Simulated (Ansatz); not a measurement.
# Nickel, omega (AlB2-type) under PBEsol: ground state and equation of state

The plan for nickel in the omega (AlB2-type) structure: relax it, solve it on a dense k-mesh, then scale the cell to 7 volumes from 88 to 112 % of the relaxed one and try a fit of the equation of state. The start is ferromagnetic. The k-meshes are 9×9×13 for the relaxation; 12×12×17 for the dense run; 10×10×15 for the volumes.

Computed with Ansatz 0.2.0 (DFT PBEsol, plane waves (420 eV) with PAW, scalar-relativistic; the PAW data stem from PBE, with regenerated cores, unless a step says otherwise).

## 1. The starting structure

Symmetry: P6/mmm, No. 191, hexagonal system. Conventional cell: a = 3.954 Å, b = 3.954 Å, c = 2.424 Å, α = 90.00°, β = 90.00°, γ = 120.00°. Ni (site symmetry 6/mmm) has 14 Ni at 2.42 to 2.58 Å as nearest neighbours. Ni (site symmetry -6m2) is surrounded by 11 Ni at 2.28 to 2.58 Å.

As a file:

```cif
data_structure
_symmetry_space_group_name_H-M 'P6/mmm'
_symmetry_Int_Tables_number 191
_cell_length_a 3.9541
_cell_length_b 3.9541
_cell_length_c 2.4238
_cell_angle_alpha 90.000
_cell_angle_beta 90.000
_cell_angle_gamma 120.000
_cell_volume 32.82
loop_
_atom_site_label
_atom_site_type_symbol
_atom_site_symmetry_multiplicity
_atom_site_Wyckoff_symbol
_atom_site_fract_x
_atom_site_fract_y
_atom_site_fract_z
_atom_site_occupancy
Ni1 Ni 1 a 0.00000 0.00000 0.00000 1
Ni2 Ni 2 d 0.33333 0.66667 0.50000 1
```

Starting moments (μB): +0.8 ×3.

## 2. Geometry optimisation

Contents of input.yaml:

```yaml
crystal:
  lattice:
    - [3.9540713024, 0.0, 0.0]
    - [-1.9770356512, 3.4243261962, 0.0]
    - [0.0, 0.0, 2.4238457083]
  atoms:
    - { symbol: Ni, position: [0.0, 0.0, 0.0], spin: 0.8 }
    - { symbol: Ni, position: [0.3333333333, 0.6666666667, 0.5], spin: 0.8 }
    - { symbol: Ni, position: [0.6666666667, 0.3333333333, 0.5], spin: 0.8 }
hamiltonian:
  xc: pbesol
  pseudopotentials:
    kind: paw
    azcp:
      Ni: "pseudopotentials/Ni.paw.azcp"
basis:
  ecutwfc: 420
  fft_grid_basis: typed
kpoints:
  mp_grid: { grid: [9, 9, 13], shift: [0, 0, 0] }
magnetization:
  spin_polarized: true
scf:
  occupations: { method: fermi_dirac, width: 0.05 }
relax:
  max_steps: 60
  f_tol: 0.01
  cell: {}
```

The program printed (excerpt; [...] marks lines left out):

```text
Warning: <dir> the record states the generating functional pbe (its physics header spells it `PBE`), which answers neither for hamiltonian.xc's functional nor for the pbesol family's — results may be inconsistent (PPs are generated against a specific XC)
Warning: RAYON_NUM_THREADS=2 ignored (pool sized by the plan → 2); use --threads N
[...]
Pseudopotentials: kind: paw
Pseudopotential: Ni, paw, valence charge 18, recommended cutoff 420 eV (normal), <dir>
Functional definition: PBEsol
[...]
Crystal: 3 atoms, lattice volume = 32.819 Å³
Basis set: ecut = 420 eV, 621 PW (Γ), exchange–correlation on 54×54×36 points (8 copies of the dense FFT grid, shifted against one another)
Bands: 34, of which v1, the nominal top of the filled ones, is band 27 counted from 1 (26 counted from 0)
Symmetry: 24 space group operations
Space group: P6/mmm (ITA 191), of the structure as read, at distance tolerance 3.2e-5 Å
Magnetic group: BNS 191.233 (UNI 1463), of the structure as read, at distance tolerance 3.2e-5 Å
k-points: 84 of 1053
[...]
Starting moments: Σ|m| = 2.4 μB on 3 of 3 sites
[...]
SCF iter   1: F=—  HF=-17412.299502 eV  |F-HF|=—  |Δ(HF+E_count)|=         —  Δρ=7.23e-2 (↑2.91e-2 ↓7.23e-2)  dr2=2.00e0  dr2_m=1.47e-1  M=2.418 μB ∫|m|=2.531 μB  β_m=0.30  ethr=3.10e-3  ⟨swp⟩=5.7  Hψ=18919  notcnv=0
[...]
relax step   1: F+E_penalty+E_count = -17414.51336319 eV  Δ(F+E_penalty+E_count) = +0.000e0 eV  max|allowed force component| = 1.927e-17 eV/Å  Δτ_max = 0.0000 Å  P = -6.407 GPa  Ω = 32.819 Å³  (15 SCF iters, dr2 threshold 1.00e-7 eV, accepted)
[...]
SCF converged after 9 iterations
Magnetization: 1.8867 μB (27.9433 up, 26.0567 down)
Absolute magnetization: 2.1054 μB (∫|ρ↑−ρ↓|, with the PAW one-centre terms)
Spin contamination: 0.0171 ħ² per cell (⟨S²⟩ above its minimum at these occupations)
Per-site moments (μB) at R_I (Å): [(0.6309997683814484, 0.9811874395637414), (0.6787958089589037, 0.9354233675727525), (0.6787958089589039, 0.9354233675727525)]
Free energy (F): -17414.537886 eV
[...]
E sigma→0 (E₀):  -17414.513076 eV
Entropy (-TS):   -0.049620 eV (-16.540 meV/atom)
Fermi energy:    18.605734 eV
[...]
--- Forces (eV/Å), atoms counted from 1 ---
  atom   1  Ni     0.00000000    -0.00000000     0.00000000
  atom   2  Ni    -0.00000000    -0.00000000     0.00000000
  atom   3  Ni    -0.00000000     0.00000000    -0.00000000
[...]
--- Stress (GPa, compression-positive) ---
        0.008998      -0.000000      -0.000000
       -0.000000       0.008998      -0.000000
        0.000000      -0.000000       0.003644
  P = ⅓ Tr σ = 0.0072 GPa (0.072 kbar)
--- Relaxed structure (4 steps of the walk, 4 accepted, 1 SCFs on fresh bases) ---
  F+E_penalty+E_count = -17414.53788646 eV   max|allowed force component| = 2.139e-17 eV/Å   (the final SCF, on the basis selected at the relaxed cell)
  cell:  # Å, volume = 31.7796 Å³
    - [3.9277595132683265, 1.5856920829261157e-33, 7.135614373167522e-34]
    - [-1.9638797566341633, 3.401539518446373, -1.1807304944947026e-33]
    - [4.374131610657321e-34, -5.8321754808764284e-34, 2.3786362171242215]
  atoms:
    - { symbol: Ni, position: [-2.61032934302721e-34, -4.1840195030319394e-35, 1.6472184286297693e-83] }
    - { symbol: Ni, position: [0.33333333333333326, 0.6666666666666665, 0.5] }
    - { symbol: Ni, position: [0.6666666666666666, 0.33333333333333326, 0.5] }
```

Wall time 26 s (2 threads of an x86-64 CPU, shared host); peak memory 0.45 GiB.

Step by step:

| step | energy change (meV/atom) | largest force (eV/Å) | pressure (GPa) | volume (Å³/atom) |
| --- | --- | --- | --- | --- |
| 1 | 0.00 | 0.0000 | -6.41 | 10.940 |
| 2 | -6.26 | 0.0000 | -3.18 | 10.757 |
| 3 | -8.30 | 0.0000 | 0.29 | 10.579 |
| 4 | -8.31 | 0.0000 | -0.01 | 10.593 |
| 5 | -8.17 | 0.0000 | 0.01 | 10.593 |

Steps that repeat a cell are solved on a basis chosen anew, so their changes of energy are no gain of the relaxation.

The cell of the run, before and after:

|  | before | after | change |
| --- | --- | --- | --- |
| a (Å) | 3.954 | 3.928 | -0.7 % |
| b (Å) | 3.954 | 3.928 | -0.7 % |
| c (Å) | 2.424 | 2.379 | -1.9 % |
| volume (Å³/atom) | 10.940 | 10.593 | -3.2 % |
| shortest distance (Å) | 2.283 | 2.268 | -0.7 % |
| space group (spins left aside) | P6/mmm | P6/mmm | same |

## 3. Dense single point

Contents of input.yaml:

```yaml
crystal:
  lattice:
    - [3.9277595133, 0.0, 0.0]
    - [-1.9638797566, 3.4015395184, 0.0]
    - [0.0, 0.0, 2.3786362171]
  atoms:
    - { symbol: Ni, position: [1.0, 1.0, 0.0], spin: 0.631 }
    - { symbol: Ni, position: [0.3333333333, 0.6666666667, 0.5], spin: 0.679 }
    - { symbol: Ni, position: [0.6666666667, 0.3333333333, 0.5], spin: 0.679 }
hamiltonian:
  xc: pbesol
  pseudopotentials:
    kind: paw
    azcp:
      Ni: "pseudopotentials/Ni.paw.azcp"
basis:
  ecutwfc: 420
  fft_grid_basis: typed
kpoints:
  mp_grid: { grid: [12, 12, 17], shift: [0, 0, 0] }
magnetization:
  spin_polarized: true
scf:
  occupations: { method: fermi_dirac, width: 0.05 }
```

The program printed (excerpt; [...] marks lines left out):

```text
Warning: <dir> the record states the generating functional pbe (its physics header spells it `PBE`), which answers neither for hamiltonian.xc's functional nor for the pbesol family's — results may be inconsistent (PPs are generated against a specific XC)
Warning: RAYON_NUM_THREADS=2 ignored (pool sized by the plan → 2); use --threads N
[...]
[... 3 set-up lines as earlier in the session ...]
[...]
Crystal: 3 atoms, lattice volume = 31.780 Å³
Basis set: ecut = 420 eV, 619 PW (Γ)
Bands: 34, of which v1, the nominal top of the filled ones, is band 27 counted from 1 (26 counted from 0)
[... 2 set-up lines as earlier in the session ...]
Magnetic group: BNS 191.233 (UNI 1463), of the structure as read, at distance tolerance 3.2e-5 Å
k-points: 171 of 2448
[...]
Starting moments: Σ|m| = 1.989 μB on 3 of 3 sites
[...]
SCF iter   1: F=—  HF=-17412.279530 eV  |F-HF|=—  |Δ(HF+E_count)|=         —  Δρ=9.75e-2 (↑1.69e-2 ↓9.75e-2)  dr2=2.30e0  dr2_m=5.41e-1  M=2.441 μB ∫|m|=2.551 μB  β_m=0.30  ethr=3.10e-3  ⟨swp⟩=5.5  Hψ=38513  notcnv=0  defer=44
[...]
SCF iter  12: F=-17414.534740 eV  HF=-17414.534740 eV  |F-HF|=5.29e-8  |Δ(HF+E_count)|=   3.63e-9  Δρ=1.15e-5 (↑3.22e-6 ↓1.15e-5)  dr2=5.61e-8  dr2_m=5.16e-9  M=1.864 μB ∫|m|=2.079 μB  ethr=4.28e-12  ⟨swp⟩=1.5  Hψ=35230  notcnv=0
[...]
SCF converged after 12 iterations
Magnetization: 1.8642 μB (27.9321 up, 26.0679 down)
Absolute magnetization: 2.0808 μB (∫|ρ↑−ρ↓|, with the PAW one-centre terms)
Spin contamination: 0.0167 ħ² per cell (⟨S²⟩ above its minimum at these occupations)
Per-site moments (μB) at R_I (Å): [(0.6234658919194346, 0.98118743955375), (0.6708413393681435, 0.9354233675701479), (0.6708413393681435, 0.9354233675701479)]
Free energy (F): -17414.534740 eV
[...]
E sigma→0 (E₀):  -17414.509628 eV
Entropy (-TS):   -0.050223 eV (-16.741 meV/atom)
Fermi energy:    18.604088 eV
[...]
```

Run time: 11 s. Hardware: 2 threads of an x86-64 CPU, shared host; peak memory 0.59 GiB.

## 4. At 88 % of the relaxed volume

Contents of input.yaml:

```yaml
crystal:
  lattice:
    - [3.7639089851, 0.0, 0.0]
    - [-1.8819544926, 3.2596407987, 0.0]
    - [0.0, 0.0, 2.2794089607]
  atoms:
    - { symbol: Ni, position: [1.0, 1.0, 0.0], spin: 0.623 }
    - { symbol: Ni, position: [0.3333333333, 0.6666666667, 0.5], spin: 0.671 }
    - { symbol: Ni, position: [0.6666666667, 0.3333333333, 0.5], spin: 0.671 }
hamiltonian:
  xc: pbesol
  pseudopotentials:
    kind: paw
    azcp:
      Ni: "pseudopotentials/Ni.paw.azcp"
basis:
  ecutwfc: 420
  fft_grid_basis: typed
kpoints:
  mp_grid: { grid: [10, 10, 15], shift: [0, 0, 0] }
magnetization:
  spin_polarized: true
scf:
  occupations: { method: fermi_dirac, width: 0.05 }
  lower_state_search: "off"
output:
  stress: true
```

The program printed (excerpt; [...] marks lines left out):

```text
Warning: <dir> the record states the generating functional pbe (its physics header spells it `PBE`), which answers neither for hamiltonian.xc's functional nor for the pbesol family's — results may be inconsistent (PPs are generated against a specific XC)
Warning: RAYON_NUM_THREADS=2 ignored (pool sized by the plan → 2); use --threads N
[...]
[... 3 set-up lines as earlier in the session ...]
[...]
Crystal: 3 atoms, lattice volume = 27.966 Å³
Basis set: ecut = 420 eV, 547 PW (Γ)
Bands: 34, of which v1, the nominal top of the filled ones, is band 27 counted from 1 (26 counted from 0)
[... 1 set-up line as earlier in the session ...]
Space group: P6/mmm (ITA 191), of the structure as read, at distance tolerance 3.0e-5 Å
Magnetic group: BNS 191.233 (UNI 1463), of the structure as read, at distance tolerance 3.0e-5 Å
k-points: 112 of 1500
[...]
Starting moments: Σ|m| = 1.965 μB on 3 of 3 sites
[...]
spin-set hold released at iteration 10 (site moments contracting): the magnetisation degrees of freedom join the quasi-Newton model from the next iteration; the mixer history was flushed
[...]
SCF iter  21: F=-17414.138174 eV  HF=-17414.138174 eV  |F-HF|=3.03e-9  |Δ(HF+E_count)|=   4.36e-9  Δρ=2.83e-6 (↑9.61e-7 ↓2.83e-6)  dr2=3.22e-9  dr2_m=2.78e-10  M=1.640 μB ∫|m|=1.801 μB  ethr=1.85e-10  ⟨swp⟩=3.0  Hψ=19199  notcnv=0
[...]
SCF converged after 21 iterations
Magnetization: 1.6400 μB (27.8200 up, 26.1800 down)
Absolute magnetization: 1.8025 μB (∫|ρ↑−ρ↓|, with the PAW one-centre terms)
Spin contamination: 0.0103 ħ² per cell (⟨S²⟩ above its minimum at these occupations)
Per-site moments (μB) at R_I (Å): [(0.5700282013656532, 0.9402561962887501), (0.572419394130529, 0.8964012196327519), (0.5724193941305289, 0.8964012196327519)]
Free energy (F): -17414.138174 eV
[...]
E sigma→0 (E₀):  -17414.116137 eV
Entropy (-TS):   -0.044074 eV (-14.691 meV/atom)
Fermi energy:    21.786429 eV
[...]
--- Stress (GPa, compression-positive) ---
       38.598100       0.000000      -0.000000
        0.000000      38.598100      -0.000000
       -0.000000      -0.000000      36.347648
  P = ⅓ Tr σ = 37.8479 GPa (378.479 kbar)
```

Wall time 7.3 s (2 threads of an x86-64 CPU, shared host); peak memory 0.44 GiB.

## 5. At 92 % of the relaxed volume

Edit input.yaml of step 4 so:

```diff
@@ -2,5 +2,5 @@
   lattice:
-    - [3.7639089851, 0.0, 0.0]
-    - [-1.8819544926, 3.2596407987, 0.0]
-    - [0.0, 0.0, 2.2794089607]
+    - [3.8200950147, 0.0, 0.0]
+    - [-1.9100475073, 3.3082993276, 0.0]
+    - [0.0, 0.0, 2.3134350064]
   atoms:
```

The program printed (excerpt; [...] marks lines left out):

```text
Warning: <dir> the record states the generating functional pbe (its physics header spells it `PBE`), which answers neither for hamiltonian.xc's functional nor for the pbesol family's — results may be inconsistent (PPs are generated against a specific XC)
Warning: RAYON_NUM_THREADS=2 ignored (pool sized by the plan → 2); use --threads N
[...]
[... 3 set-up lines as earlier in the session ...]
[...]
Crystal: 3 atoms, lattice volume = 29.237 Å³
Basis set: ecut = 420 eV, 583 PW (Γ)
Bands: 34, of which v1, the nominal top of the filled ones, is band 27 counted from 1 (26 counted from 0)
[... 1 set-up line as earlier in the session ...]
Space group: P6/mmm (ITA 191), of the structure as read, at distance tolerance 3.1e-5 Å
Magnetic group: BNS 191.233 (UNI 1463), of the structure as read, at distance tolerance 3.1e-5 Å
k-points: 112 of 1500
[...]
Starting moments: Σ|m| = 1.965 μB on 3 of 3 sites
[...]
spin-set hold released at iteration 11 (site moments contracting): the magnetisation degrees of freedom join the quasi-Newton model from the next iteration; the mixer history was flushed
[...]
SCF iter  21: F=-17414.374121 eV  HF=-17414.374121 eV  |F-HF|=4.09e-8  |Δ(HF+E_count)|=   3.44e-9  Δρ=1.20e-5 (↑2.00e-6 ↓1.20e-5)  dr2=4.33e-8  dr2_m=7.87e-9  M=1.751 μB ∫|m|=1.933 μB  ethr=6.36e-11  ⟨swp⟩=2.0  Hψ=20182  notcnv=0
[...]
SCF converged after 21 iterations
Magnetization: 1.7514 μB (27.8757 up, 26.1243 down)
Absolute magnetization: 1.9349 μB (∫|ρ↑−ρ↓|, with the PAW one-centre terms)
Spin contamination: 0.0126 ħ² per cell (⟨S²⟩ above its minimum at these occupations)
Per-site moments (μB) at R_I (Å): [(0.5945939816949192, 0.9542919401400001), (0.6208891245918768, 0.9097823150900671), (0.6208891245918768, 0.9097823150900671)]
Free energy (F): -17414.374121 eV
[...]
E sigma→0 (E₀):  -17414.351449 eV
Entropy (-TS):   -0.045343 eV (-15.114 meV/atom)
Fermi energy:    20.633417 eV
[...]
--- Stress (GPa, compression-positive) ---
       22.597907       0.000000       0.000000
        0.000000      22.597907       0.000000
        0.000000       0.000000      21.499825
  P = ⅓ Tr σ = 22.2319 GPa (222.319 kbar)
```

It took 7.6 s on 2 threads of an x86-64 CPU, shared host; peak memory 0.44 GiB.

## 6. At 96 % of the relaxed volume

Edit input.yaml of step 5 so:

```diff
@@ -2,5 +2,5 @@
   lattice:
-    - [3.8200950147, 0.0, 0.0]
-    - [-1.9100475073, 3.3082993276, 0.0]
-    - [0.0, 0.0, 2.3134350064]
+    - [3.8746751747, 0.0, 0.0]
+    - [-1.9373375873, 3.3555671327, 0.0]
+    - [0.0, 0.0, 2.3464885436]
   atoms:
```

The program printed (excerpt; [...] marks lines left out):

```text
Warning: <dir> the record states the generating functional pbe (its physics header spells it `PBE`), which answers neither for hamiltonian.xc's functional nor for the pbesol family's — results may be inconsistent (PPs are generated against a specific XC)
Warning: RAYON_NUM_THREADS=2 ignored (pool sized by the plan → 2); use --threads N
[...]
[... 3 set-up lines as earlier in the session ...]
[...]
Crystal: 3 atoms, lattice volume = 30.508 Å³
Basis set: ecut = 420 eV, 619 PW (Γ)
Bands: 34, of which v1, the nominal top of the filled ones, is band 27 counted from 1 (26 counted from 0)
[... 2 set-up lines as earlier in the session ...]
Magnetic group: BNS 191.233 (UNI 1463), of the structure as read, at distance tolerance 3.1e-5 Å
k-points: 112 of 1500
[...]
Starting moments: Σ|m| = 1.965 μB on 3 of 3 sites
[...]
SCF iter  19: F=-17414.499359 eV  HF=-17414.499359 eV  |F-HF|=8.26e-10  |Δ(HF+E_count)|=   2.79e-9  Δρ=2.29e-6 (↑5.53e-7 ↓2.29e-6)  dr2=1.01e-9  dr2_m=5.00e-10  M=1.822 μB ∫|m|=2.021 μB  ethr=1.24e-10  ⟨swp⟩=2.4  Hψ=22264  notcnv=0
[...]
SCF converged after 19 iterations
an eigenvalue changed by more than its tolerance at an iteration that met the thresholds in force, so the SCF went on 1 time: the last check found none over its tolerance
Magnetization: 1.8217 μB (27.9109 up, 26.0891 down)
Absolute magnetization: 2.0232 μB (∫|ρ↑−ρ↓|, with the PAW one-centre terms)
Spin contamination: 0.0147 ħ² per cell (⟨S²⟩ above its minimum at these occupations)
Per-site moments (μB) at R_I (Å): [(0.6125798806121069, 0.9679265242349999), (0.6514139073113051, 0.9227809614929272), (0.6514139073113053, 0.9227809614929272)]
Free energy (F): -17414.499359 eV
[...]
E sigma→0 (E₀):  -17414.475879 eV
Entropy (-TS):   -0.046959 eV (-15.653 meV/atom)
Fermi energy:    19.575917 eV
[...]
--- Stress (GPa, compression-positive) ---
        9.952430      -0.000000       0.000000
       -0.000000       9.952430      -0.000000
        0.000000      -0.000000       9.544670
  P = ⅓ Tr σ = 9.8165 GPa (98.165 kbar)
```

It took 7.7 s on 2 threads of an x86-64 CPU, shared host; peak memory 0.45 GiB.

## 7. At 100 % of the relaxed volume

Edit input.yaml of step 6 so:

```diff
@@ -2,5 +2,5 @@
   lattice:
-    - [3.8746751747, 0.0, 0.0]
-    - [-1.9373375873, 3.3555671327, 0.0]
-    - [0.0, 0.0, 2.3464885436]
+    - [3.9277595133, 0.0, 0.0]
+    - [-1.9638797566, 3.4015395184, 0.0]
+    - [0.0, 0.0, 2.3786362171]
   atoms:
```

The program printed (excerpt; [...] marks lines left out):

```text
Warning: <dir> the record states the generating functional pbe (its physics header spells it `PBE`), which answers neither for hamiltonian.xc's functional nor for the pbesol family's — results may be inconsistent (PPs are generated against a specific XC)
Warning: RAYON_NUM_THREADS=2 ignored (pool sized by the plan → 2); use --threads N
[...]
[... 3 set-up lines as earlier in the session ...]
[...]
Crystal: 3 atoms, lattice volume = 31.780 Å³
Basis set: ecut = 420 eV, 619 PW (Γ)
Bands: 34, of which v1, the nominal top of the filled ones, is band 27 counted from 1 (26 counted from 0)
[... 2 set-up lines as earlier in the session ...]
Magnetic group: BNS 191.233 (UNI 1463), of the structure as read, at distance tolerance 3.2e-5 Å
k-points: 112 of 1500
[...]
Starting moments: Σ|m| = 1.965 μB on 3 of 3 sites
[...]
SCF iter  18: F=-17414.536606 eV  HF=-17414.536606 eV  |F-HF|=2.82e-8  |Δ(HF+E_count)|=  2.69e-10  Δρ=9.23e-6 (↑2.12e-6 ↓9.23e-6)  dr2=2.84e-8  dr2_m=4.26e-9  M=1.871 μB ∫|m|=2.086 μB  ethr=9.82e-11  ⟨swp⟩=2.3  Hψ=22395  notcnv=0
[...]
SCF converged after 18 iterations
an eigenvalue changed by more than its tolerance at an iteration that met the thresholds in force, so the SCF went on 1 time: the last check found none over its tolerance
Magnetization: 1.8709 μB (27.9354 up, 26.0646 down)
Absolute magnetization: 2.0885 μB (∫|ρ↑−ρ↓|, with the PAW one-centre terms)
Spin contamination: 0.0168 ħ² per cell (⟨S²⟩ above its minimum at these occupations)
Per-site moments (μB) at R_I (Å): [(0.6285775785641661, 0.98118743955375), (0.6718650881344717, 0.9354233675701479), (0.6718650881344714, 0.9354233675701479)]
Free energy (F): -17414.536606 eV
[...]
E sigma→0 (E₀):  -17414.512050 eV
Entropy (-TS):   -0.049111 eV (-16.370 meV/atom)
Fermi energy:    18.603081 eV
[...]
--- Stress (GPa, compression-positive) ---
       -0.057624       0.000000       0.000000
       -0.000000      -0.057624       0.000000
        0.000000       0.000000      -0.010095
  P = ⅓ Tr σ = -0.0418 GPa (-0.418 kbar)
```

It took 7.7 s on 2 threads of an x86-64 CPU, shared host; peak memory 0.45 GiB.

## 8. At 104 % of the relaxed volume

Edit input.yaml of step 7 so:

```diff
@@ -2,5 +2,5 @@
   lattice:
-    - [3.9277595133, 0.0, 0.0]
-    - [-1.9638797566, 3.4015395184, 0.0]
-    - [0.0, 0.0, 2.3786362171]
+    - [3.9794464868, 0.0, 0.0]
+    - [-1.9897232434, 3.4463017506, 0.0]
+    - [0.0, 0.0, 2.4099376516]
   atoms:
```

The program printed (excerpt; [...] marks lines left out):

```text
Warning: <dir> the record states the generating functional pbe (its physics header spells it `PBE`), which answers neither for hamiltonian.xc's functional nor for the pbesol family's — results may be inconsistent (PPs are generated against a specific XC)
Warning: RAYON_NUM_THREADS=2 ignored (pool sized by the plan → 2); use --threads N
[...]
[... 3 set-up lines as earlier in the session ...]
[...]
Crystal: 3 atoms, lattice volume = 33.051 Å³
Basis set: ecut = 420 eV, 645 PW (Γ)
Bands: 34, of which v1, the nominal top of the filled ones, is band 27 counted from 1 (26 counted from 0)
[... 2 set-up lines as earlier in the session ...]
Magnetic group: BNS 191.233 (UNI 1463), of the structure as read, at distance tolerance 3.2e-5 Å
k-points: 112 of 1500
[...]
Starting moments: Σ|m| = 1.965 μB on 3 of 3 sites
[...]
spin-set hold released at iteration 9 (site moments contracting): the magnetisation degrees of freedom join the quasi-Newton model from the next iteration; the mixer history was flushed
[...]
SCF iter  18: F=-17414.504068 eV  HF=-17414.504068 eV  |F-HF|=2.04e-8  |Δ(HF+E_count)|=   2.84e-8  Δρ=9.05e-6 (↑1.56e-6 ↓9.05e-6)  dr2=2.36e-8  dr2_m=5.99e-9  M=1.911 μB ∫|m|=2.141 μB  ethr=1.32e-10  ⟨swp⟩=2.6  Hψ=28399  notcnv=0
[...]
SCF converged after 18 iterations
Magnetization: 1.9108 μB (27.9554 up, 26.0446 down)
Absolute magnetization: 2.1431 μB (∫|ρ↑−ρ↓|, with the PAW one-centre terms)
Spin contamination: 0.0189 ħ² per cell (⟨S²⟩ above its minimum at these occupations)
Per-site moments (μB) at R_I (Å): [(0.6435556191612953, 0.9940992812850001), (0.6879781587784706, 0.9477329814108112), (0.6879781587784702, 0.9477329814108112)]
Free energy (F): -17414.504068 eV
[...]
E sigma→0 (E₀):  -17414.478250 eV
Entropy (-TS):   -0.051634 eV (-17.211 meV/atom)
Fermi energy:    17.705807 eV
[...]
--- Stress (GPa, compression-positive) ---
       -7.981101      -0.000000      -0.000000
       -0.000000      -7.981101      -0.000000
       -0.000000      -0.000000      -7.586257
  P = ⅓ Tr σ = -7.8495 GPa (-78.495 kbar)
```

It took 8.4 s on 2 threads of an x86-64 CPU, shared host; peak memory 0.46 GiB.

[end of part 1 of 2]
